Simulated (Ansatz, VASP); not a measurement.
## GaN: VASP beside Ansatz

```
Ga N
1.0
     0.00000    2.27424    2.27424
     2.27424    0.00000    2.27424
     2.27424    2.27424    0.00000
Ga N
1 1
Direct
  0.00000 0.00000 0.00000
  0.75952 0.74683 0.74683
```

Change from the starting cell: all N atoms moved -0.025 Å, as atom 2 towards its neighbour atom 1 (Ga) at 1.970 Å.

Alike in both runs: task single point; functional PBE; k mesh 10 × 10 × 10; occupations gaussian, width 0.05 eV; no spin polarisation.

|  | VASP | Ansatz |
| --- | --- | --- |
| version | VASP 6.6.1 | Ansatz 0.2.0 |
| potentials or method | VASP PAW PBE potentials, release 64 (Ga_d, N) | scalar-relativistic, plane waves, PAW |
| plane-wave cutoff (eV) | 520 | 420 |
| valence electrons in the cell | 18 | 18 |

Ansatz gave:

* gap on the k mesh at the Fermi level (eV): 1.49
* least direct gap on the mesh (eV): 1.49
* pressure (GPa): 0.1
* largest component of the traceless stress (GPa): 0.66
* rms of the force components (eV/Å): 0.155

Question: Estimate VASP's values.

Answer: gap on the k mesh at the Fermi level (eV): 1.49; least direct gap on the mesh (eV): 1.49; pressure (GPa): 0.2; largest component of the traceless stress (GPa): 0.64; rms of the force components (eV/Å): 0.153.

Atom by atom the forces differ by 0.002 eV/Å (rms over components). With one functional, cell and mesh, what is left measures potentials, basis and numerics.
